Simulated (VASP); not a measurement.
# HfB (Fm-3m) in VASP: further runs

Aim: see how the results for HfB move with the level of theory and the settings. Levels: PBE, PBEsol. Tasks: equation of state.

Everything below comes from runs of VASP 6.6.1. Logs are shortened: lines on timing, memory, paths and dates and some standing lists are left out, and cuts for length are marked.

## (1) The crystal as given

The structure is cubic, space group Fm-3m (No. 225). Conventional cell: a = 4.620 Å, b = 4.620 Å, c = 4.620 Å, α = 90.00°, β = 90.00°, γ = 90.00°. Hf (site symmetry m-3m) has 6 B at 2.31 Å as nearest neighbours. Around B (site symmetry m-3m) lie 6 Hf at 2.31 Å.

## (2) Equation of state, PBE, 11.59 Å³/atom (volume scaled by 0.94)

The input, INCAR:

```
ALGO = Normal
EDIFF = 1E-7
ENCUT = 520
GGA = PE
ISIF = 2
ISMEAR = -1
LASPH = True
LCHARG = False
LREAL = False
LWAVE = False
NBANDS = 14
NELM = 100
PREC = Accurate
SIGMA = 0.05
```

The input, KPOINTS:

```
k-points
0
Gamma
  10 10 10
```

The input, POSCAR:

```
HfB
1.0
    0.0000000000      2.2628439111      2.2628439111
    2.2628439111      0.0000000000      2.2628439111
    2.2628439111      2.2628439111      0.0000000000
Hf B
1 1
Direct
    0.5000000000      0.5000000000      0.5000000000
    0.0000000000      0.0000000000      0.0000000000
```

Potentials or basis: VASP PAW PBE potentials, release 64 (Hf_pv, B).

On the command line:

```
cat potpaw_PBE.64/Hf_pv/POTCAR potpaw_PBE.64/B/POTCAR > POTCAR
mpirun -np 1 vasp_std > vasp.out
```

OUTCAR:

```text
EDIFF = 1E-7
   ENCUT = 520
   GGA = PE
   ISIF = 2
   ISMEAR = -1
   LASPH = True
   LREAL = False
   NELM = 100
   PREC = Accurate

 ion  position               nearest neighbor table
   1  0.500  0.500  0.500-   2 2.26   2 2.26   2 2.26   2 2.26   2 2.26   2 2.26
   2  0.000  0.000  0.000-   1 2.26   1 2.26   1 2.26   1 2.26   1 2.26   1 2.26

  LATTYP: Found a face centered cubic cell.
 ALAT       =     4.5256878222

  Lattice vectors:

 A1 = (   0.0000000000,   2.2628439111,   2.2628439111)
 A2 = (   2.2628439111,   0.0000000000,   2.2628439111)
 A3 = (   2.2628439111,   2.2628439111,   0.0000000000)

Analysis of symmetry for initial positions (statically):
=====================================================================
 Subroutine PRICEL returns:
 Original cell was already a primitive cell.

 Routine SETGRP: Setting up the symmetry group for a
 face centered cubic supercell.

 Subroutine GETGRP returns: Found 48 space group operations
 (whereof 48 operations were pure point group operations)
 out of a pool of 48 trial point group operations.

The static configuration has the point symmetry O_h .

Analysis of symmetry for dynamics (positions and initial velocities):
=====================================================================
 Subroutine PRICEL returns:
 Original cell was already a primitive cell.

 Routine SETGRP: Setting up the symmetry group for a
 face centered cubic supercell.

 Subroutine GETGRP returns: Found 48 space group operations
 (whereof 48 operations were pure point group operations)
 out of a pool of 48 trial point group operations.

The dynamic configuration has the point symmetry O_h .

 Subroutine INISYM returns: Found 48 space group operations
 (whereof 48 operations are pure point group operations),
 and found     1 'primitive' translations

----------------------------------------------------------------------------------------

                                     Primitive cell

  volume of cell :      23.1736

  direct lattice vectors                    reciprocal lattice vectors
     0.000000000  2.262843911  2.262843911    -0.220960888  0.220960888  0.220960888
     2.262843911  0.000000000  2.262843911     0.220960888 -0.220960888  0.220960888
     2.262843911  2.262843911  0.000000000     0.220960888  0.220960888 -0.220960888

  length of vectors
     3.200144549  3.200144549  3.200144549     0.382715484  0.382715484  0.382715484

  position of ions in fractional coordinates (direct lattice)
     0.500000000  0.500000000  0.500000000
     0.000000000  0.000000000  0.000000000

  ion indices of the primitive-cell ions
   primitive index   ion index
                 1           1
                 2           2

----------------------------------------------------------------------------------------

 KPOINTS: k-points

Automatic generation of k-mesh.
 Grid dimensions read from file:
 generate k-points for:   10   10   10

 Generating k-lattice:

  Cartesian coordinates                     Fractional coordinates (reciprocal lattice)
    -0.022096089  0.022096089  0.022096089     0.100000000  0.000000000  0.000000000
     0.022096089 -0.022096089  0.022096089     0.000000000  0.100000000  0.000000000
     0.022096089  0.022096089 -0.022096089     0.000000000  0.000000000  0.100000000

  Length of vectors
     0.038271548  0.038271548  0.038271548

  Shift w.r.t. Gamma in fractional coordinates (k-lattice)
     0.000000000  0.000000000  0.000000000

 Subroutine IBZKPT returns following result:
 ===========================================

 Found     47 irreducible k-points:

 Following reciprocal coordinates:
            Coordinates               Weight
  0.000000  0.000000  0.000000      1.000000
  0.100000  0.000000  0.000000      8.000000
  0.200000  0.000000  0.000000      8.000000
  0.300000  0.000000  0.000000      8.000000
  0.400000  0.000000  0.000000      8.000000
  0.500000  0.000000  0.000000      4.000000
[... 39 lines left out ...]
 -0.300000  0.400000  0.200000     24.000000
 -0.300000  0.500000  0.200000     12.000000
   k-points           NKPTS =     47   k-points in BZ     NKDIM =     47   number of bands    NBANDS=     14
   number of dos      NEDOS =    301   number of ions     NIONS =      2
   total plane-waves  NPLWV =  13824
   dimension x,y,z NGX =    24 NGY =   24 NGZ =   24
   dimension x,y,z NGXF=    48 NGYF=   48 NGZF=   48
   ions per type =               1   1
   NGX,Y,Z   is equivalent  to a cutoff of  12.47, 12.47, 12.47 a.u.
   NGXF,Y,Z  is equivalent  to a cutoff of  24.94, 24.94, 24.94 a.u.
 SYSTEM =  unknown system
   PREC   = accura    normal or accurate (medium, high low for compatibility)
   ISTART =      0    job   : 0-new  1-cont  2-samecut
   ICHARG =      2    charge: 1-file 2-atom 10-const
   ISPIN  =      1    spin polarized calculation?
   LNONCOLLINEAR =      F non collinear calculations
   LSORBIT =      F    spin-orbit coupling
   LASPH  =      T    aspherical Exc in radial PAW
   ENCUT  =  520.0 eV  38.22 Ry    6.18 a.u.   5.95  5.95  5.95*2*pi/ulx,y,z
   NELM   =    100;   NELMIN=  2; NELMDL= -5     # of ELM steps
   EDIFF  = 0.1E-06   stopping-criterion for ELM
   LREAL  =      F    real-space projection
   EDIFFG = 0.1E-05   stopping-criterion for IOM
   NSW    =      0    number of steps for IOM
   IBRION =     -1    ionic relax: 0-MD 1-quasi-New 2-CG
   NFREE  =      0    steps in history (QN), initial steepest desc. (CG)
   ISIF   =      2    stress and relaxation
   ISYM   =      2    0-nonsym 1-usesym 2-fastsym
   POTIM  = 0.5000    time-step for ionic-motion
   TEBEG  =    0.0;   TEEND  =   0.0 temperature during run
   PSTRESS=    0.0 pullay stress
   NELECT =      13.0000    total number of electrons
   NUPDOWN=      -1.0000    fix difference up-down
   EMIN   =  10.00;   EMAX   =-10.00  energy-range for DOS
   EFERMI =   0.00;   METHOD = LEGACY
   ISMEAR =    -1;   SIGMA  =   0.05  broadening in eV -4-tet -1-fermi 0-gaus
   EFERMI_NEDOS =   21; number of points for ismear=-14 and -15
   IALGO  =     38    algorithm
   IMIX   =      4    mixing-type and parameters
     AMIX     =   0.40;   BMIX     =  1.00
     AMIX_MAG =   1.60;   BMIX_MAG =  1.00
  volume/ion in A,a.u.               =      11.59        78.19
  Fermi-wavevector in a.u.,A,eV,Ry     =   1.350179  2.551468 24.803194  1.822983
  Thomas-Fermi vector in A             =   2.477705
   LORBIT       =      0    0 simple, 1 ext, 2 COOP (PROOUT), +10 PAW based schemes
   GGA     = PE    functional components
   LHFCALC =     F    Hartree Fock is set to
   AEXX    =    0.0000 exact exchange contribution
   IVDW    =     0    specifies the selected vdW correction
   LEPSILON=     F    determine dielectric tensor
   LRPA    =     F    only Hartree local field effects (RPA)
 non-spin polarized calculation
  energy-cutoff  :      520.00
  volume of cell :       23.17
 maximum number of plane-waves:       636
   NGX = 11   NGY = 11   NGZ = 11

 number of electron      13.0000000 magnetization

 Free energy of the ion-electron system (eV)
  ---------------------------------------------------
  ext. energy  EPLUGINS =         0.00000000
  ---------------------------------------------------
  free energy    TOTEN  =       -16.78209047 eV

  energy without entropy =      -16.77364434  energy(sigma->0) =      -16.77786740

 E-fermi :   5.5174     XC(G=0): -12.6027

 val. band max:        5.4619112994   @ k =  -0.2000   0.1000   0.0000
 cond. band min:       5.5509242463   @ k =   0.5000   0.3000   0.1000
 fundamental gap:      0.0890129470
 Fermi energy:         5.5173800414

 k-point     1 :       0.0000    0.0000    0.0000
  band No.  band energies     occupation
      1     -22.4299      2.00000
      2     -22.4299      2.00000
      3     -22.4299      2.00000
      4      -4.2333      2.00000
      5       7.7932      0.00000
      6       7.7932      0.00000
      7       7.7932      0.00000
      8       9.6679      0.00000
      9       9.6679      0.00000
     10       9.6679      0.00000
     11      10.0007      0.00000
     12      10.0007      0.00000
     13      17.4551      0.00000
     14      19.5093      0.00000

 k-point     2 :       0.1000    0.0000    0.0000
  band No.  band energies     occupation
      1     -22.5243      2.00000
      2     -22.4391      2.00000
      3     -22.4391      2.00000
      4      -3.9200      2.00000
      5       6.8502      0.00000
      6       7.4185      0.00000
      7       7.4185      0.00000
      8       8.5821      0.00000
      9       8.5821      0.00000
     10      10.1589      0.00000
     11      12.0855      0.00000
     12      12.0855      0.00000
     13      18.2487      0.00000
     14      19.8076      0.00000

 k-point     3 :       0.2000    0.0000    0.0000
  band No.  band energies     occupation
      1     -22.7635      2.00000
      2     -22.4630      2.00000
      3     -22.4630      2.00000
      4      -3.0541      2.00000
      5       5.2967      1.97606
      6       6.0585      0.00004
      7       6.0585      0.00004
      8       9.2044      0.00000
      9       9.2044      0.00000
     10      10.7013      0.00000
     11      14.6325      0.00000
     12      14.6325      0.00000
     13      19.9786      0.00000
     14      20.4973      0.00000
[... 596 lines left out ...]
 k-point    39 :      -0.3000    0.3000    0.1000
  band No.  band energies     occupation
      1     -23.1349      2.00000
      2     -22.8733      2.00000
      3     -22.6115      2.00000
      4       0.3267      2.00000
      5       2.1187      2.00000
      6       4.3205      2.00000
      7       4.8424      2.00000
      8      11.0485      0.00000
      9      11.5445      0.00000
     10      13.5949      0.00000
     11      16.0617      0.00000
     12      18.7427      0.00000
     13      19.9613      0.00000
     14      21.1003      0.00000

 k-point    40 :      -0.2000    0.3000    0.1000
  band No.  band energies     occupation
      1     -23.0904      2.00000
      2     -22.8002      2.00000
      3     -22.5613      2.00000
      4      -0.3178      2.00000
      5       2.5098      2.00000
      6       4.4064      2.00000
      7       4.8756      1.99999
      8       9.9673      0.00000
      9      12.9374      0.00000
     10      13.5009      0.00000
     11      14.5905      0.00000
     12      18.2642      0.00000
     13      21.0776      0.00000
     14      21.0941      0.00000

 [... further k-points ...]

------------------------ aborting loop because EDIFF is reached ----------------------------------------

  FORCE on cell =-STRESS in cart. coord.  units (eV):
  Direction    XX          YY          ZZ          XY          YZ          ZX
  --------------------------------------------------------------------------------------
  -------------------------------------------------------------------------------------
  Total        7.2111695      7.2111695      7.2111695      0.0000000      0.0000000     -0.0000000
  in kB      498.5658141    498.5658141    498.5658141      0.0000000      0.0000000     -0.0000000
  external PRESSURE =     498.5658141 kB  Pullay stress =       0.0000000 kB

 VOLUME and BASIS-vectors are now :
 -----------------------------------------------------------------------------
  energy-cutoff  :      520.00
  volume of cell :       23.17
      direct lattice vectors                 reciprocal lattice vectors
     0.000000000  2.262843911  2.262843911    -0.220960888  0.220960888  0.220960888
     2.262843911  0.000000000  2.262843911     0.220960888 -0.220960888  0.220960888
     2.262843911  2.262843911  0.000000000     0.220960888  0.220960888 -0.220960888

 POSITION                                       TOTAL-FORCE (eV/Angst)
 -----------------------------------------------------------------------------------
      2.26284      2.26284      2.26284         0.000000      0.000000     -0.000000
      0.00000      0.00000      0.00000         0.000000      0.000000      0.000000
 -----------------------------------------------------------------------------------
    total drift:                               -0.000000     -0.000000      0.000000

  FREE ENERGIE OF THE ION-ELECTRON SYSTEM (eV)
  ---------------------------------------------------
  free  energy   TOTEN  =       -16.7820904656 eV

  energy  without entropy=      -16.7736443408  energy(sigma->0) =      -16.77786740
```

It took 8.7 s on 1 thread of AMD EPYC 9R45 (Zen 5), shared host; peak memory 0.11 GiB.

Results:

```yaml
Free_energy: -16.7821 eV
Pressure: 49.9 GPa
Band_gap_on_the_k_mesh: none (metal or under the smearing width)
```

## (3) Equation of state, PBE, 11.83 Å³/atom (volume scaled by 0.96)

The input, INCAR:

```
SYSTEM = HfB
ALGO     = Normal         ! electronic algorithm
EDIFF    = 1E-7           ! SCF threshold, eV
ENCUT    = 520            ! plane-wave cutoff, eV
GGA      = PE             ! functional
ISIF     = 2              ! what is computed and relaxed
ISMEAR   = -1             ! smearing method
LASPH    = .TRUE.         ! aspherical terms in the spheres
LCHARG   = .FALSE.        ! write CHGCAR
LREAL    = .FALSE.        ! projectors in reciprocal space
LWAVE    = .FALSE.        ! write WAVECAR
NBANDS   = 14             ! bands
NELM     = 100            ! most SCF steps
PREC     = Accurate       ! precision mode
SIGMA    = 0.05           ! smearing width, eV
```

The input, KPOINTS:

```
k-points
0
G
  10 10 10
  0 0 0
```

The input, POSCAR:

```
HfB
1.0
    0.0000000000      2.2787799567      2.2787799567
    2.2787799567      0.0000000000      2.2787799567
    2.2787799567      2.2787799567      0.0000000000
Hf B
1 1
Direct
    0.5000000000      0.5000000000      0.5000000000
    0.0000000000      0.0000000000      0.0000000000
```

Potentials or basis: VASP PAW PBE potentials, release 64 (Hf_pv, B).

On the command line:

```
cat potpaw_PBE.64/Hf_pv/POTCAR potpaw_PBE.64/B/POTCAR > POTCAR
mpirun -np 1 vasp_std > vasp.out
```

Run time: 8 s. Hardware: 1 thread of AMD EPYC 9R45 (Zen 5), shared host; peak memory 0.11 GiB.

The run converged. Its results:

```yaml
Free_energy: -16.9247 eV
Pressure: 42.8 GPa
Band_gap_on_the_k_mesh: none (metal or under the smearing width)
```

## (4) Equation of state, PBE, 12.08 Å³/atom (volume scaled by 0.98)

The input, INCAR:

```
PREC = Accurate ; ENCUT = 520
EDIFF = 1E-7 ; ISMEAR = -1
SIGMA = 0.05 ; LREAL = False
LASPH = True ; NELM = 80
ALGO = Normal ; ISIF = 2
LWAVE = False ; LCHARG = False
GGA = PE ; NBANDS = 14
```

The input, KPOINTS:

```
regular mesh
0
Gamma
  10 10 10
```

The input, POSCAR:

```
HfB
1.0
    0.0000000000      2.2944961772      2.2944961772
    2.2944961772      0.0000000000      2.2944961772
    2.2944961772      2.2944961772      0.0000000000
Hf B
1 1
Direct
    0.5000000000      0.5000000000      0.5000000000
    0.0000000000      0.0000000000      0.0000000000
```

On the command line:

```
cat potpaw_PBE.64/Hf_pv/POTCAR potpaw_PBE.64/B/POTCAR > POTCAR
mpirun -np 1 vasp_std > vasp.out
```

Wall time 8.2 s (1 thread of AMD EPYC 9R45 (Zen 5), shared host); peak memory 0.11 GiB.

The run converged. Its results:

```yaml
Free_energy: -17.0465 eV
Pressure: 36.4 GPa
Band_gap_on_the_k_mesh: none (metal or under the smearing width)
```

## (5) Equation of state, PBE, 12.57 Å³/atom (volume scaled by 1.02)

The input, INCAR:

```
SYSTEM = HfB
  PREC = Accurate
  ENCUT = 520
  EDIFF = 1E-7
  ISMEAR = -1
  SIGMA = 0.05
  LREAL = .FALSE.
  LASPH = .TRUE.
  NELM = 80
  ALGO = Normal
  ISIF = 2
  LWAVE = .FALSE.
  LCHARG = .FALSE.
  GGA = PE
  NBANDS = 14
```

The input, KPOINTS:

```
regular mesh
0
G
  10 10 10
  0 0 0
```

The input, POSCAR:

```
HfB
1.0
    0.0000000000      2.3252984591      2.3252984591
    2.3252984591      0.0000000000      2.3252984591
    2.3252984591      2.3252984591      0.0000000000
Hf B
1 1
Direct
    0.5000000000      0.5000000000      0.5000000000
    0.0000000000      0.0000000000      0.0000000000
```

On the command line:

```
cat potpaw_PBE.64/Hf_pv/POTCAR potpaw_PBE.64/B/POTCAR > POTCAR
mpirun -np 1 vasp_std > vasp.out
```

It took 8.1 s on 1 thread of AMD EPYC 9R45 (Zen 5), shared host; peak memory 0.12 GiB.

Results (log left out):

```yaml
Free_energy: -17.2350 eV
Pressure: 25.1 GPa
Band_gap_on_the_k_mesh: none (metal or under the smearing width)
```

## (6) Equation of state, PBE, 12.82 Å³/atom (volume scaled by 1.04)

The input, INCAR:

```
ALGO = Normal
EDIFF = 1E-7
ENCUT = 520
GGA = PE
ISIF = 2
ISMEAR = -1
LASPH = True
LCHARG = False
LREAL = False
LWAVE = False
NBANDS = 14
NELM = 80
PREC = Accurate
SIGMA = 0.05
```

The input, KPOINTS:

```
k-points
0
Gamma
  10 10 10
```

The input, POSCAR:

```
HfB
1.0
    0.0000000000      2.3403982228      2.3403982228
    2.3403982228      0.0000000000      2.3403982228
    2.3403982228      2.3403982228      0.0000000000
Hf B
1 1
Direct
    0.5000000000      0.5000000000      0.5000000000
    0.0000000000      0.0000000000      0.0000000000
```

Potentials or basis: VASP PAW PBE potentials, release 64 (Hf_pv, B).

On the command line:

```
cat potpaw_PBE.64/Hf_pv/POTCAR potpaw_PBE.64/B/POTCAR > POTCAR
mpirun -np 1 vasp_std > vasp.out
```

Run time: 13 s. Hardware: 1 thread of AMD EPYC 9R45 (Zen 5), shared host; peak memory 0.13 GiB.

It converged, with:

| Property | Result |
| --- | --- |
| Free energy | -17.3047 eV |
| Pressure | 20.2 GPa |
| Band gap on the k mesh | none (metal or under the smearing width) |

## (7) Equation of state, PBE, 13.07 Å³/atom (volume scaled by 1.06)

The input, INCAR:

```
SYSTEM = HfB
PREC     = Accurate       ! precision mode
ENCUT    = 520            ! plane-wave cutoff, eV
EDIFF    = 1E-7           ! SCF threshold, eV
ISMEAR   = -1             ! smearing method
SIGMA    = 0.05           ! smearing width, eV
LREAL    = .FALSE.        ! projectors in reciprocal space
LASPH    = .TRUE.         ! aspherical terms in the spheres
NELM     = 80             ! most SCF steps
ALGO     = Normal         ! electronic algorithm
ISIF     = 2              ! what is computed and relaxed
LWAVE    = .FALSE.        ! write WAVECAR
LCHARG   = .FALSE.        ! write CHGCAR
GGA      = PE             ! functional
NBANDS   = 14             ! bands
```

The input, KPOINTS:

```
regular mesh
0
G
  10 10 10
  0 0 0
```

The input, POSCAR:

```
HfB
1.0
    0.0000000000      2.3553056198      2.3553056198
    2.3553056198      0.0000000000      2.3553056198
    2.3553056198      2.3553056198      0.0000000000
Hf B
1 1
Direct
    0.5000000000      0.5000000000      0.5000000000
    0.0000000000      0.0000000000      0.0000000000
```

On the command line:

```
cat potpaw_PBE.64/Hf_pv/POTCAR potpaw_PBE.64/B/POTCAR > POTCAR
mpirun -np 1 vasp_std > vasp.out
```

Wall time 13 s (1 thread of AMD EPYC 9R45 (Zen 5), shared host); peak memory 0.13 GiB.

Results (log left out):

```yaml
Free_energy: -17.3599 eV
Pressure: 15.7 GPa
Band_gap_on_the_k_mesh: none (metal or under the smearing width)
```

## (8) Equation of state, PBE

Potentials or basis: VASP PAW PBE potentials, release 64 (Hf_pv, B).

This step only gathers the single runs of the series.

What came out:

```
Equilibrium volume : 14.14 Å³/atom (rough: see the caveat)
Bulk modulus       : 171 GPa (rough)
```

Energy against volume, from the lowest point:
```tsv
volume (Å³/atom)	energy (meV/atom)
11.587	288.90
11.833	217.62
12.080	156.69
12.326	105.25
12.573	62.46
12.819	27.60
13.066	0.00
```

Caveat: the minimum lies outside the volumes run.

(Part 1 of 2 ends here.)
